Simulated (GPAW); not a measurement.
A run of GPAW 26.7.0 is set up as follows.

Contents of run.py:

```python
from ase import Atoms
from ase.dft.bandgap import bandgap
from ase.io import write
from ase.units import GPa
from gpaw import GPAW, PW

atoms = Atoms(['Zn', 'Zn', 'O', 'O'],
              cell=[[3.249308, 0.0, 0.0],
                    [-1.624654, 2.8139832727, 0.0],
                    [0.0, 0.0, 5.205709]],
              scaled_positions=[[0.6666666667, 0.3333333333, 0.0],
                                [0.3333333333, 0.6666666667, 0.5],
                                [0.3333333333, 0.6666666667, 0.87901],
                                [0.6666666667, 0.3333333333, 0.37901]],
              pbc=True)

calc = GPAW(mode=PW(800),
            xc='PBE',
            kpts={'size': (9, 9, 5), 'gamma': True},
            occupations={'name': 'fermi-dirac', 'width': 0.05},
            nbands=31,
            convergence={'density': 1e-05, 'energy': 1e-05},
            maxiter=150,
            txt='gpaw.txt')
atoms.calc = calc
energy = atoms.get_potential_energy()
forces = atoms.get_forces()
stress = atoms.get_stress()
calc.write('gs.gpw')
write('result.traj', atoms)
print(f'Energy: {energy:.6f} eV')
print('Forces (eV/A):')
print(forces.round(4))
print('Stress (GPa):', (stress / GPa).round(3))
print('Fermi level:', round(calc.get_fermi_level(), 4), 'eV')
print(f'Gap: {bandgap(calc)[0]:.4f} eV, direct: {bandgap(calc, direct=True)[0]:.4f} eV')
```

Potentials or basis: GPAW PAW data sets (gpaw-data 1.2.1), pw.

Launch:

```sh
$ OMP_NUM_THREADS=1 python run.py
```

Q: Predict the band gap on the k mesh.

A: 0.80 eV, direct.

Q: What does it give for the largest force?

A: 0.073 eV/Å.

Q: What does it give for the pressure?

A: 5.1 GPa.

Stress tensor (GPa, compression positive):
```
4.50 0.00 0.00
0.00 4.50 0.00
0.00 0.00 6.21
```

**The experiment to reproduce.**

From “Electronic structure of alkaline earth and post-transition metal oxides”, 2009, arxiv:0908.1581, for a bulk crystal of ZnO: band gap 3.37 eV.

A measured gap of ZnO is 3.37 eV (quoted in “Electronic structure of alkaline earth and post-transition metal oxides”, 2009, arxiv:0908.1581); the calculated 0.80 eV misses it by -2.57 eV. So large a miss can be the level of theory's own, or it may mean another phase, state or a wrong row. The value is that of PBE, without temperature or zero-point motion. Semilocal functionals fall short of measured gaps as a rule.
